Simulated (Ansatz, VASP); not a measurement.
Two plane-wave programs on B3N

```xyz
4
Lattice="2.7079 0.0000 0.0000 0.0000 2.7079 0.0000 0.0000 0.0000 3.9275" Properties=species:S:1:pos:R:3 pbc="T T T"
B     1.3540    0.0000    2.9456
B     0.0000    0.0000    0.0000
B     0.0000    1.3540    0.9819
N     1.3540    1.3540    1.9638
```

Change from the starting cell: built by hand: ordered boron-substituted zinc blende along 001 (P-4m2, No. 115).

Alike in both runs: task relaxation of cell and atoms; functional PBE; k mesh 7 × 7 × 5; occupations gaussian, width 0.2 eV; no spin polarisation.

```csv
,VASP,Ansatz
version,VASP 6.6.1,Ansatz 0.2.0
potentials or method,"VASP PAW PBE potentials, release 64 (B, N)","scalar-relativistic, plane waves, PAW"
plane-wave cutoff (eV),600,420
valence electrons in the cell,14,14
```

```csv
,VASP,Ansatz,Ansatz less VASP
"gap on the k mesh at the Fermi level, each at its own relaxed structure (eV)",none,none,-
relaxed volume (Å³/atom),6.73,6.73,+0.007
relaxed cell length with the largest relative difference (Å),2.458,2.460,+0.0019
energy change over the relaxation (meV/atom),-485,-486,-0.4
```

A gap of «none» marks a metal or a gap that the smearing closes.
